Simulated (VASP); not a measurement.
Input of a VASP 6.6.1 run:

The input INCAR:

```
  ALGO = Normal
  EDIFF = 1E-6
  EDIFFG = -0.03
  ENCUT = 600
  GGA = PE
  IBRION = 2
  ISIF = 3
  ISMEAR = -1
  LASPH = True
  LCHARG = False
  LREAL = False
  LWAVE = False
  NELM = 100
  NSW = 80
  PREC = Accurate
  PSTRESS = 600.0
  SIGMA = 0.1
```

The input KPOINTS:

```
k-points
0
Gamma
  10 10 10
```

The input POSCAR:

```
Sb
1.0
   -1.7250000000      1.7250000000      1.7250000000
    1.7250000000     -1.7250000000      1.7250000000
    1.7250000000      1.7250000000     -1.7250000000
Sb
1
Direct
    0.0000000000      0.0000000000      0.0000000000
```

Potentials or basis: VASP PAW PBE potentials, release 64 (Sb).

The run is started by

```console
$ cat potpaw_PBE.64/Sb/POTCAR > POTCAR
$ mpirun -np 1 vasp_std > vasp.out
```

Question: Predict the relaxed volume.

Answer: 18.25 Å³/atom.

Question: Predict the band gap on the k mesh.

Answer: None (metal or under the smearing width).

Question: What does it give for the space group after relaxing (to 0.05 Å)?

Answer: Im-3m (No. 229).

Final structure:
```
CELL_PARAMETERS angstrom
-1.65868 1.65868 1.65868
1.65868 -1.65868 1.65868
1.65868 1.65868 -1.65868
ATOMIC_POSITIONS crystal
Sb 0.00000 0.00000 0.00000
```

Caveat: the cell is relaxed towards a set pressure, so the enthalpy falls and the energy may rise. The run has no spin-orbit coupling, so splittings on Sb are missing.
